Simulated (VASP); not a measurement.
## VASP 6.6.1 run: InP

INCAR

```
NBANDS = 16
LCHARG = .FALSE.
GGA = CA
ISMEAR = -1
IBRION = 2
EDIFF = 1E-7
SIGMA = 0.02
LWAVE = .FALSE.
LASPH = .TRUE.
NSW = 40
ENCUT = 600
ISIF = 3
PREC = Accurate
NELECT = 19
NELM = 75
LREAL = .FALSE.
EDIFFG = -5E-3
```

KPOINTS

```
KPOINTS created by Atomic Simulation Environment
0
Gamma
8 8 8
0 0 0
```

POSCAR

```
In P
 1.0000000000000000
     0.0000000000000000    2.7675099392722387    2.7675099392722387
     2.7675099392722387   -0.0000000000000000    2.7675099392722387
     2.7675099392722387    2.7675099392722387    0.0000000000000000
 In  P
   1   1
Cartesian
  0.0000000000000000  0.0000000000000000 -0.0000000000000000
  2.7675099392722391  2.7675099392722391  2.7675099392722391
```

The recommended LDA PAW datasets give the neutral cell 18 valence electrons.

Command

```
mpirun -np 1 vasp_std
```

How does this run end, and what does it give?

It converged. Results: relaxed cell vector lengths 5.204, 5.204, 5.204 Å; relaxed cell volume 99.63 Å³.

OSZICAR

```
N       E                     dE             d eps       ncg     rms          rms(c)
DAV:   1     0.135375286302E+03    0.13538E+03   -0.95398E+03   936   0.154E+03
DAV:   2     0.661980468524E+01   -0.12876E+03   -0.12396E+03  1016   0.359E+02
DAV:   3    -0.174198337993E+01   -0.83618E+01   -0.83166E+01  1232   0.833E+01
DAV:   4    -0.193524162474E+01   -0.19326E+00   -0.19319E+00  1160   0.126E+01
DAV:   5    -0.194435506662E+01   -0.91134E-02   -0.91133E-02  1376   0.250E+00    0.581E+00
DAV:   6    -0.160506861144E+01    0.33929E+00   -0.10346E+00  1384   0.906E+00    0.362E+00
DAV:   7    -0.157538854411E+01    0.29680E-01   -0.13106E-01  1248   0.304E+00    0.160E+00
DAV:   8    -0.156705757809E+01    0.83310E-02   -0.84807E-03  1176   0.937E-01    0.318E-01
DAV:   9    -0.156661909816E+01    0.43848E-03   -0.52036E-04  1448   0.308E-01    0.169E-01
DAV:  10    -0.156660647292E+01    0.12625E-04   -0.10301E-04  1464   0.112E-01    0.721E-02
...
  16 F= -.51622165E+01 E0= -.51599472E+01  d E =-.798198E-02
       N       E                     dE             d eps       ncg     rms          rms(c)
DAV:   1    -0.516556075752E+01   -0.33443E-02   -0.81963E-02  1200   0.398E+00    0.321E-01
DAV:   2    -0.516268444354E+01    0.28763E-02   -0.66269E-03  1224   0.110E+00    0.114E-01
DAV:   3    -0.516229564854E+01    0.38880E-03   -0.13664E-03  1208   0.499E-01    0.384E-02
DAV:   4    -0.516227825596E+01    0.17393E-04   -0.27434E-05   992   0.312E-02    0.232E-02
DAV:   5    -0.516227076491E+01    0.74911E-05   -0.79475E-06  1072   0.157E-02    0.385E-03
DAV:   6    -0.516227064542E+01    0.11949E-06   -0.51122E-07  1208   0.378E-03    0.237E-03
DAV:   7    -0.516227063074E+01    0.14678E-07   -0.46953E-08   576   0.162E-03
  17 F= -.51622706E+01 E0= -.51599773E+01  d E =-.803615E-02
```

Standard output (part)

```
POSCAR found type information on POSCAR InP
 POSCAR found :  2 types and       2 ions
 LDA part: xc-table for (Slater(with rela. corr.)+CA(PZ))
 , standard interpolation
 POSCAR, INCAR and KPOINTS ok, starting setup
 WAVECAR not read
 entering main loop
 the old and the new charge density differ
    0.581E+00
 curvature:   0.00 expect dE= 0.000E+00 dE for cont linesearch  0.000E+00
 search vector abs. value=  0.106E+02
 bond charge predicted
 trial-energy change:   -3.579138  1 .order   -5.492528  -10.630006   -0.355050
 bond charge predicted
 curvature:  -0.52 expect dE=-0.297E-02 dE for cont linesearch -0.297E-02
 ZBRENT: accuracy reached
 trial: gam=-0.02271 g(F)=  0.339E-60 g(S)=  0.575E-02 ort = 0.247E+00 (trialstep = 0.101E+01)
 search vector abs. value=  0.311E-05
 bond charge predicted
 ZBRENT: can't locate minimum, use default step
 trial-energy change:   -0.000134  1 .order   -0.000134   -0.000135   -0.000134
 bond charge predicted
 curvature:  -0.07 expect dE=-0.382E-03 dE for cont linesearch -0.382E-03
 trial: gam=-0.02559 g(F)=  0.829E-60 g(S)=  0.545E-02 ort = 0.130E-03 (trialstep = 0.920E-03)
 search vector abs. value=  0.544E-02
 bond charge predicted
 ZBRENT: can't locate minimum, use default step
 bond charge predicted
 curvature:  -0.00 expect dE=-0.148E-04 dE for cont linesearch -0.148E-04
 ZBRENT: increasing intervall
 opt :   0.0092  next Energy=    -5.154284 (dE=-0.494E-04)
 bond charge predicted
...
```

| ionic step | ΔE (meV/atom) | volume (Å³) | largest force (eV/Å) | pressure (GPa) | electronic steps |
| --- | --- | --- | --- | --- | --- |
| 1 | 0.0 | 42.39 | 0.000 | 45.81 | 12 |
| 2 | -1789.6 | 91.50 | 0.000 | 0.71 | 12 |
| 3 | -1793.6 | 93.67 | 0.000 | 0.48 | 8 |
| 4 | -1793.6 | 93.71 | 0.000 | 0.48 | 5 |
| 5 | -1793.8 | 93.85 | 0.000 | 0.47 | 6 |
| 6 | -1793.8 | 93.85 | 0.000 | 0.47 | 2 |
| 7 | -1793.8 | 93.85 | 0.000 | 0.46 | 3 |
| 11 | -1794.0 | 94.01 | 0.000 | 0.45 | 6 |
| 12 | -1794.3 | 94.17 | 0.000 | 0.44 | 6 |
| 13 | -1794.7 | 94.50 | 0.000 | 0.41 | 6 |
| 14 | -1795.5 | 95.16 | 0.000 | 0.34 | 7 |
| 15 | -1796.7 | 96.50 | 0.000 | 0.23 | 8 |
| 16 | -1797.8 | 99.21 | 0.000 | 0.03 | 8 |
| 17 | -1797.8 | 99.63 | 0.000 | 0.01 | 7 |

The cell is charged and sits in a uniform background. The volume moved far on the plane waves of the start cell, so a restart from CONTCAR is due.

For comparison, a separate LDA relaxation on usual settings, not on those above, ends at 39.73 Å³.
